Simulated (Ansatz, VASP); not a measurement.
**Two plane-wave programs on CaSe**

```
CELL_PARAMETERS angstrom
0.00000 2.91605 2.91605
2.91605 0.00000 2.91605
2.91605 2.91605 0.00000
ATOMIC_POSITIONS crystal
Se 0.50000 0.50000 0.50000
Ca 0.00000 0.00000 0.00000
```

Change from the starting cell: volume scaled by 0.96.

Alike in both runs: task single point; functional PBEsol; k mesh 8 × 8 × 8; occupations fermi-dirac, width 0.05 eV; no spin polarisation.

|  | VASP | Ansatz |
| --- | --- | --- |
| version | VASP 6.6.1 | Ansatz 0.2.0 |
| potentials or method | VASP PAW PBE potentials, release 64 (Se, Ca_sv) | Ansatz PAW |
| plane-wave cutoff (eV) | 520 | 420 |
| valence electrons in the cell | 16 | 26 |

Ansatz gave:

| Property | Result |
| --- | --- |
| gap on the k mesh at the Fermi level (eV) | 1.83 |
| least direct gap on the mesh (eV) | 2.82 |
| pressure (GPa) | 1.0 |

Problem. Which values does VASP return?

Solution. gap on the k mesh at the Fermi level (eV): 1.82; least direct gap on the mesh (eV): 2.80; pressure (GPa): 1.2.

The two sets of potentials don't hold the same shells in valence.

Caveats: the PAW data sets were made with another functional, which shifts forces and pressure a little (VASP); the PAW data sets come from PBE, with cores solved anew for the run's functional, which leaves a small shift of forces and pressure (Ansatz). A k mesh can miss the band edges.
